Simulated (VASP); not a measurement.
# As (R-3m) in VASP: notebook, part 2 of 2

VASP 6.6.1. Earlier steps stand in the parts before.

## Step 4: Phonon dispersion, LDA

This run uses another cell than the first one: it holds 16 atoms, not 2.

File INCAR:

```
SYSTEM = As
PREC = Accurate
ENCUT = 520
EDIFF = 1E-7
ISMEAR = 0
SIGMA = 0.02
LREAL = Auto
LASPH = .True.
NELM = 60
ALGO = Normal
ISIF = 2
LWAVE = .False.
LCHARG = .False.
IBRION = 6
NFREE = 2
POTIM = 0.015
NSW = 1
LPHON_DISPERSION = .True.
PHON_NWRITE = -3
```

File KPOINTS:

```
Automatic mesh
0
Gamma
  3 3 3
  0 0 0
```

File POSCAR:

```
As
1.0
    3.7615937974      2.1717571914      7.0281239890
   -3.7615937974      2.1717571914      7.0281239890
    0.0000000000     -4.3435143830      7.0281239890
As
16
Direct
    0.1130000000      0.1130000000      0.1130000000
    0.1130000000      0.1130000000      0.6130000000
    0.1130000000      0.6130000000      0.1130000000
    0.1130000000      0.6130000000      0.6130000000
    0.6130000000      0.1130000000      0.1130000000
    0.6130000000      0.1130000000      0.6130000000
    0.6130000000      0.6130000000      0.1130000000
    0.6130000000      0.6130000000      0.6130000000
    0.3870000000      0.3870000000      0.3870000000
    0.3870000000      0.3870000000      0.8870000000
    0.3870000000      0.8870000000      0.3870000000
    0.3870000000      0.8870000000      0.8870000000
    0.8870000000      0.3870000000      0.3870000000
    0.8870000000      0.3870000000      0.8870000000
    0.8870000000      0.8870000000      0.3870000000
    0.8870000000      0.8870000000      0.8870000000
```

File QPOINTS:

```
path GLB1,BZGX,QFP1Z,LP
8
line-mode
reciprocal
 0.0000000000  0.0000000000  0.0000000000  G
 0.5000000000  0.0000000000  0.0000000000  L

 0.5000000000  0.0000000000  0.0000000000  L
 0.5000000000  0.2303245873 -0.2303245873  B1

 0.7696754127  0.5000000000  0.2303245873  B
 0.5000000000  0.5000000000  0.5000000000  Z

 0.5000000000  0.5000000000  0.5000000000  Z
 0.0000000000  0.0000000000  0.0000000000  G

 0.0000000000  0.0000000000  0.0000000000  G
 0.3651622936  0.0000000000 -0.3651622936  X

 0.6348377064  0.3651622936  0.0000000000  Q
 0.5000000000  0.5000000000  0.0000000000  F

 0.5000000000  0.5000000000  0.0000000000  F
 0.6348377064  0.6348377064  0.2303245873  P1

 0.6348377064  0.6348377064  0.2303245873  P1
 0.5000000000  0.5000000000  0.5000000000  Z

 0.5000000000  0.0000000000  0.0000000000  L
 0.7696754127  0.3651622936  0.3651622936  P
```

Potentials or basis: VASP PAW LDA potentials, release 64 (As).

Run with:

```
> cat potpaw_LDA.64/As/POTCAR > POTCAR
> mpirun -np 1 vasp_std > vasp.out
```

OUTCAR:

```text
SYSTEM = As
   PREC = Accurate
   ENCUT = 520
   EDIFF = 1E-7
   ISMEAR = 0
   LREAL = Auto
   LASPH = .True.
   NELM = 60
   ISIF = 2
   IBRION = 6
   NFREE = 2
   POTIM = 0.015
   NSW = 1

 ion  position               nearest neighbor table
   1  0.113  0.113  0.113-  15 2.51  14 2.51  12 2.51
   2  0.113  0.113  0.613-  16 2.51  13 2.51  11 2.51
   3  0.113  0.613  0.113-  13 2.51  10 2.51  16 2.51
   4  0.113  0.613  0.613-  14 2.51   9 2.51  15 2.51
   5  0.613  0.113  0.113-  11 2.51  10 2.51  16 2.51
   6  0.613  0.113  0.613-  12 2.51   9 2.51  15 2.51
[... 8 lines left out ...]
  15  0.887  0.887  0.387-   1 2.51   4 2.51   6 2.51
  16  0.887  0.887  0.887-   2 2.51   3 2.51   5 2.51
[... 7 lines left out ...]
 A1 = (   3.7615937974,   2.1717571914,   7.0281239890)
 A2 = (  -3.7615937974,   2.1717571914,   7.0281239890)
 A3 = (   0.0000000000,  -4.3435143830,   7.0281239890)

Analysis of symmetry for initial positions (statically):
=====================================================================
 Subroutine PRICEL returns following result:

  LATTYP: Found a trigonal (rhomboedric) cell.
 ALAT       =     4.1310000000
 COS(alpha) =     0.5854247172

  Lattice vectors:

 A1 = (   1.8807968987,   1.0858785957,   3.5140619945)
 A2 = (  -1.8807968987,   1.0858785957,   3.5140619945)
 A3 = (   0.0000000000,  -2.1717571915,   3.5140619945)

   8 primitive cells build up your supercell.

 Routine SETGRP: Setting up the symmetry group for a
 trigonal (rhombohedral) supercell.

 Subroutine GETGRP returns: Found 12 space group operations
 (whereof 12 operations were pure point group operations)
 out of a pool of 12 trial point group operations.

The static configuration has the point symmetry D_3d.

Analysis of symmetry for dynamics (positions and initial velocities):
=====================================================================
 Subroutine PRICEL returns following result:

  LATTYP: Found a trigonal (rhomboedric) cell.
 ALAT       =     4.1310000000
 COS(alpha) =     0.5854247172

  Lattice vectors:

 A1 = (   1.8807968987,   1.0858785957,   3.5140619945)
 A2 = (  -1.8807968987,   1.0858785957,   3.5140619945)
 A3 = (   0.0000000000,  -2.1717571915,   3.5140619945)

   8 primitive cells build up your supercell.

 Routine SETGRP: Setting up the symmetry group for a
 trigonal (rhombohedral) supercell.

[... 97 lines left out ...]
   NUPDOWN=      -1.0000    fix difference up-down
   EMIN   =  10.00;   EMAX   =-10.00  energy-range for DOS
   EFERMI =   0.00;   METHOD = LEGACY
   ISMEAR =     0;   SIGMA  =   0.02  broadening in eV -4-tet -1-fermi 0-gaus
   EFERMI_NEDOS =   21; number of points for ismear=-14 and -15
   IALGO  =     38    algorithm
   IMIX   =      4    mixing-type and parameters
     AMIX     =   0.40;   BMIX     =  1.00
     AMIX_MAG =   1.60;   BMIX_MAG =  1.00
  volume/ion in A,a.u.               =      21.53       145.29
  Fermi-wavevector in a.u.,A,eV,Ry     =   1.006268  1.901570 13.776916  1.012575
  Thomas-Fermi vector in A             =   2.138999
   LORBIT       =      0    0 simple, 1 ext, 2 COOP (PROOUT), +10 PAW based schemes
   GGA     = CA    functional components
   LHFCALC =     F    Hartree Fock is set to
   AEXX    =    0.0000 exact exchange contribution
   IVDW    =     0    specifies the selected vdW correction
   LEPSILON=     F    determine dielectric tensor
   LRPA    =     F    only Hartree local field effects (RPA)
 finite differences with symmetry
 non-spin polarized calculation
 Gauss-broadening in eV      SIGMA  =   0.02
  energy-cutoff  :      520.00
  volume of cell :      344.49
 maximum number of plane-waves:      9289
 NGX is ok and might be reduce to    64

--------------------------------------- Ionic step        1  -------------------------------------------

 number of electron      79.9999997 magnetization

 Free energy of the ion-electron system (eV)
  ---------------------------------------------------
  ext. energy  EPLUGINS =         0.00000000
  ---------------------------------------------------
  free energy    TOTEN  =       -86.39381846 eV

  energy without entropy =      -86.39131095  energy(sigma->0) =      -86.39256471

------------------------ aborting loop because EDIFF is reached ----------------------------------------

  FORCE on cell =-STRESS in cart. coord.  units (eV):
  Direction    XX          YY          ZZ          XY          YZ          ZX
  --------------------------------------------------------------------------------------
  -------------------------------------------------------------------------------------
  Total       -1.3425360     -1.3425360     -4.2413926     -0.0000000      0.0000000      0.0000000
  in kB       -6.2439969     -6.2439969    -19.7262813     -0.0000000      0.0000000      0.0000000
  external PRESSURE =     -10.7380917 kB  Pullay stress =       0.0000000 kB
[... 187 lines left out ...]
--------------------------------------- Ionic step        5  -------------------------------------------

 number of electron      79.9999997 magnetization

 Free energy of the ion-electron system (eV)
  ---------------------------------------------------
  ext. energy  EPLUGINS =         0.00000000
  ---------------------------------------------------
  free energy    TOTEN  =       -86.38958733 eV

  energy without entropy =      -86.38707982  energy(sigma->0) =      -86.38833357

 E-fermi :   5.4194     XC(G=0): -10.1573

 val. band max:        5.0664597604   @ k =   0.0000   0.0000   0.0000
 cond. band min:       5.4194447425   @ k =  -0.3333   0.3333   0.3333
 fundamental gap:      0.3529849821
 Fermi energy:         5.4194447425

 k-point     1 :       0.0000    0.0000    0.0000
  band No.  band energies     occupation
      1      -9.6355      2.00000
      2      -8.3744      2.00000
      3      -6.9290      2.00000
      4      -6.9189      2.00000
      5      -6.9189      2.00000
      6      -6.8804      2.00000
[... 344 lines left out ...]
  FREE ENERGIE OF THE ION-ELECTRON SYSTEM (eV)
  ---------------------------------------------------
  free  energy   TOTEN  =       -86.3895873279 eV

  energy  without entropy=      -86.3870798187  energy(sigma->0) =      -86.38833357

 INTERNAL STRAIN TENSORS FROM DISPLACED ATOMS
 ============================================

 INTERNAL STRAIN TENSOR FOR ION    1 for displacements in x,y,z  (eV/Angst):
          X           Y           Z          XY          YZ          ZX
  --------------------------------------------------------------------------------
  x     0.00000    -0.00000    -0.00000     3.25018     0.00000    -5.93179
  y     3.25018    -3.25018     0.00000     0.00000    -5.93178     0.00000
  z    -5.31623    -5.31623    -8.87425    -0.00000     0.00000    -0.00000
[... 8 lines left out ...]
 INTERNAL STRAIN TENSOR FOR ION   16 for displacements in x,y,z  (eV/Angst):
          X           Y           Z          XY          YZ          ZX
  --------------------------------------------------------------------------------
  x    -0.00000     0.00000     0.00000    -3.25018    -0.00000     5.93179
  y    -3.25018     3.25018    -0.00000    -0.00000     5.93178    -0.00000
  z     5.31623     5.31623     8.87425     0.00000    -0.00000     0.00000

 Eigenvectors and eigenvalues of the dynamical matrix
   1 f  =    7.681091 THz    48.261717 2PiTHz  256.213611 cm-1    31.766425 meV
   2 f  =    7.571415 THz    47.572604 2PiTHz  252.555223 cm-1    31.312843 meV
   3 f  =    7.139479 THz    44.858671 2PiTHz  238.147395 cm-1    29.526501 meV
   4 f  =    7.139479 THz    44.858671 2PiTHz  238.147395 cm-1    29.526501 meV
   5 f  =    7.139479 THz    44.858671 2PiTHz  238.147395 cm-1    29.526501 meV
   6 f  =    6.848328 THz    43.029316 2PiTHz  228.435647 cm-1    28.322398 meV
[... 37 lines left out ...]
  44 f  =    1.866824 THz    11.729604 2PiTHz   62.270560 cm-1     7.720562 meV
  45 f  =    1.866824 THz    11.729604 2PiTHz   62.270560 cm-1     7.720562 meV
  46 f/i=    0.000000 THz     0.000001 2PiTHz    0.000006 cm-1     0.000001 meV
  47 f/i=    0.000000 THz     0.000001 2PiTHz    0.000007 cm-1     0.000001 meV
  48 f/i=    0.000000 THz     0.000001 2PiTHz    0.000007 cm-1     0.000001 meV

 ELASTIC MODULI CONTR FROM IONIC RELAXATION (kBar)
 Direction    XX          YY          ZZ          XY          YZ          ZX
 --------------------------------------------------------------------------------
 XX        -196.6205    -35.9428   -194.1059     -0.0000    146.6234      0.0000
 YY         -35.9428   -196.6205   -194.1059     -0.0000   -146.6234      0.0000
 ZZ        -194.1059   -194.1059   -324.0160      0.0000      0.0000     -0.0000
 XY           0.0000     -0.0000     -0.0000    -80.3389     -0.0000    146.6236
 YZ         146.6234   -146.6234      0.0000     -0.0000   -267.5968      0.0000
 ZX          -0.0000      0.0000      0.0000    146.6236      0.0000   -267.5976
 --------------------------------------------------------------------------------
[... 569 lines left out ...]
 q-point No.           q_x           q_y           q_z  q-path length
          72      0.769675      0.365162      0.365162       1.113833
  frequencies
   [THz]           2.066405      2.388294      3.445228      5.839464      5.994429      6.805150
   [2Pi THz]      12.983606     15.006095     21.647005     36.690432     37.664106     42.758016
   [cm-1]         68.927853     79.664921    114.920430    194.783540    199.952617    226.995358
   [meV]           8.545961      9.877187     14.248311     24.150070     24.790954     28.143825
```

Wall time 24 min (1 thread of AMD EPYC 7R13 (Zen 3), shared host); peak memory 0.47 GiB.

What came out:

| Item | Value |
| --- | --- |
| Highest phonon frequency | 256 cm⁻¹ |

Phonon frequencies in cm⁻¹ (negative: imaginary):
```
               q point             frequencies
 (0.000, 0.000, 0.000)       0 0 0 188 188 256
 (0.429, 0.000, 0.000)   86 91 124 210 212 237
(0.500, 0.132, -0.132)   89 96 124 208 209 215
 (0.693, 0.500, 0.307)   62 83 105 202 214 224
 (0.500, 0.500, 0.500)    62 62 68 228 228 253
 (0.071, 0.071, 0.071)    11 11 15 191 191 256
(0.209, 0.000, -0.209)  57 103 110 203 214 225
 (0.596, 0.404, 0.000)   75 94 115 194 199 214
 (0.500, 0.500, 0.000)   73 79 110 180 194 220
 (0.616, 0.616, 0.197)   70 80 114 192 199 225
 (0.558, 0.558, 0.384)    59 66 83 220 224 242
 (0.577, 0.104, 0.104)   90 97 117 209 210 237
```

Phonon frequencies at the corners of the path (cm⁻¹, interpolated; i marks imaginary ones):
```
point             frequencies
    Γ       0 0 0 188 188 256
    L  93 100 115 211 213 238
   B1  71 103 113 200 204 213
    B  71 103 113 200 204 213
    Z    62 62 68 228 228 253
    X   78 99 122 202 202 210
    Q   78 99 122 202 202 210
    F   73 79 110 180 194 220
   P1   69 80 115 195 200 227
    P   69 80 115 195 200 227
```

Caveat: some modes are imaginary.

## Step 5: Equation of state, PBE+D3(BJ), 20.11 Å³/atom (a relaxed cell with its volume scaled by 0.96)

File INCAR:

```
ALGO     = Normal         # electronic algorithm
EDIFF    = 1E-7           # SCF threshold, eV
ENCUT    = 520            # plane-wave cutoff, eV
GGA      = PE             # functional
ISIF     = 2              # what is computed and relaxed
ISMEAR   = -1             # smearing method
IVDW     = 12             # dispersion correction
LASPH    = T              # aspherical terms in the spheres
LCHARG   = F              # write CHGCAR
LREAL    = F              # projectors in reciprocal space
LWAVE    = F              # write WAVECAR
NELM     = 60             # most SCF steps
PREC     = Accurate       # precision mode
SIGMA    = 0.05           # smearing width, eV
```

File KPOINTS:

```
k-points
0
Gamma
  8 8 8
```

File POSCAR:

```
As                                      
1.0
    1.8698524696      1.0795598266      3.3210343538
   -1.8698524696      1.0795598266      3.3210343538
    0.0000000000     -2.1591196533      3.3210343538
  As            
     2
Direct
     0.2302413163735735    0.2302413163735735    0.2302413163735736
     0.7697586836264264    0.7697586836264264    0.7697586836264265
```

Potentials or basis: VASP PAW PBE potentials, release 64 (As).

Run with:

```
> cat potpaw_PBE.64/As/POTCAR > POTCAR
> mpirun -np 1 vasp_std > vasp.out
```

Wall time 24 s (1 thread of Intel Xeon Platinum 8259CL at 2.50GHz (Skylake/Cascade Lake), shared host); peak memory 0.18 GiB.

It converged, with:

| Item | Value |
| --- | --- |
| Free energy | -10.1704 eV |
| Pressure | 3.6 GPa |
| Largest force | 0.252 eV/Å |
| Band gap on the k mesh | none (metal or under the smearing width) |
| Dispersion energy per atom | -0.450 eV |

Caveat: pairwise dispersion overbinds metals, which lowers pressure and volume.

## Step 6: Equation of state, PBE+D3(BJ), 20.53 Å³/atom (a relaxed cell with its volume scaled by 0.98)

INCAR is that of step 5.

KPOINTS is that of step 5.

File POSCAR:

```
As                                      
1.0
    1.8827484114      1.0870053021      3.3439387628
   -1.8827484114      1.0870053021      3.3439387628
    0.0000000000     -2.1740106043      3.3439387628
  As            
     2
Direct
     0.2302413163735735    0.2302413163735735    0.2302413163735736
     0.7697586836264264    0.7697586836264264    0.7697586836264265
```

Potentials or basis: VASP PAW PBE potentials, release 64 (As).

Run with:

```
> cat potpaw_PBE.64/As/POTCAR > POTCAR
> mpirun -np 1 vasp_std > vasp.out
```

It took 33 s on 1 thread of Intel Xeon Platinum 8259CL at 2.50GHz (Skylake/Cascade Lake), shared host; peak memory 0.18 GiB.

It converged, with:

| Quantity | Value |
| --- | --- |
| Free energy | -10.1840 eV |
| Pressure | 1.7 GPa |
| Largest force | 0.120 eV/Å |
| Band gap on the k mesh | none (metal or under the smearing width) |
| Dispersion energy per atom | -0.441 eV |

Caveat: pairwise dispersion overbinds metals, which lowers pressure and volume.

## Step 7: Equation of state, PBE+D3(BJ), 20.95 Å³/atom

INCAR is that of step 6.

KPOINTS is that of step 6.

File POSCAR:

```
As                                      
1.0
    1.8954700704      1.0943501553      3.3665336290
   -1.8954700704      1.0943501553      3.3665336290
    0.0000000000     -2.1887003107      3.3665336290
  As            
     2
Direct
     0.2302413163735735    0.2302413163735735    0.2302413163735736
     0.7697586836264264    0.7697586836264264    0.7697586836264265
```

Run with:

```
> cat potpaw_PBE.64/As/POTCAR > POTCAR
> mpirun -np 1 vasp_std > vasp.out
```

It took 32 s on 1 thread of Intel Xeon Platinum 8259CL at 2.50GHz (Skylake/Cascade Lake), shared host; peak memory 0.19 GiB.

It converged, with:

| Item | Value |
| --- | --- |
| Free energy | -10.1884 eV |
| Pressure | 0.0 GPa |
| Band gap on the k mesh | none (metal or under the smearing width) |
| Dispersion energy per atom | -0.432 eV |

Caveat: pairwise dispersion overbinds metals, which lowers pressure and volume.

## Step 8: Equation of state, PBE+D3(BJ), 21.37 Å³/atom (a relaxed cell with its volume scaled by 1.02)

INCAR is that of step 7.

KPOINTS is that of step 7.

File POSCAR:

```
As                                      
1.0
    1.9080232181      1.1015977185      3.3888292035
   -1.9080232181      1.1015977185      3.3888292035
    0.0000000000     -2.2031954372      3.3888292035
  As            
     2
Direct
     0.2302413163735735    0.2302413163735735    0.2302413163735736
     0.7697586836264264    0.7697586836264264    0.7697586836264265
```

Run with:

```
> cat potpaw_PBE.64/As/POTCAR > POTCAR
> mpirun -np 1 vasp_std > vasp.out
```

Run time: 29 s. Hardware: 1 thread of Intel Xeon Platinum 8259CL at 2.50GHz (Skylake/Cascade Lake), shared host; peak memory 0.18 GiB.

It converged, with:

```
Free energy                : -10.1844 eV
Pressure                   : -1.5 GPa
Largest force              : 0.114 eV/Å
Band gap on the k mesh     : none (metal or under the smearing width)
Dispersion energy per atom : -0.423 eV
```

Caveat: pairwise dispersion overbinds metals, which lowers pressure and volume.

## Step 9: Equation of state, PBE+D3(BJ), 21.79 Å³/atom (a relaxed cell with its volume scaled by 1.04)

INCAR is that of step 8.

KPOINTS is that of step 8.

File POSCAR:

```
As                                      
1.0
    1.9204133264      1.1087511509      3.4108352045
   -1.9204133264      1.1087511509      3.4108352045
    0.0000000000     -2.2175023019      3.4108352045
  As            
     2
Direct
     0.2302413163735735    0.2302413163735735    0.2302413163735736
     0.7697586836264264    0.7697586836264264    0.7697586836264265
```

Potentials or basis: VASP PAW PBE potentials, release 64 (As).

Run with:

```
> cat potpaw_PBE.64/As/POTCAR > POTCAR
> mpirun -np 1 vasp_std > vasp.out
```

Wall time 32 s (1 thread of Intel Xeon Platinum 8259CL at 2.50GHz (Skylake/Cascade Lake), shared host); peak memory 0.18 GiB.

It converged, with:

```yaml
Free_energy: -10.1728 eV
Pressure: -2.9 GPa
Largest_force: 0.217 eV/Å
Band_gap_on_the_k_mesh: none (metal or under the smearing width)
Dispersion_energy_per_atom: -0.415 eV
```

Caveat: pairwise dispersion overbinds metals, which lowers pressure and volume.

## Step 10: Equation of state, PBE+D3(BJ)

This run uses another cell than the first one, of 20.95 Å³/atom, 0.973 times its volume.

No new run: the results of the series are fitted here.

Results:

```
Equilibrium volume                        : 20.95 Å³/atom
Bulk modulus at fixed shape and positions : 80 GPa
Pressure derivative of the bulk modulus   : 4.1 (rough: it moves with the points fitted)
```

Energy against volume, from the lowest point:
```
volume (Å³/atom)  energy (meV/atom)
          20.112               8.98
          20.531               2.18
          20.950               0.00
          21.369               2.00
          21.788               7.78
```

Caveat: the cell was scaled at fixed shape and fractional positions, which overstates the stiffness of a crystal with free parameters, most of all of layers and chains.
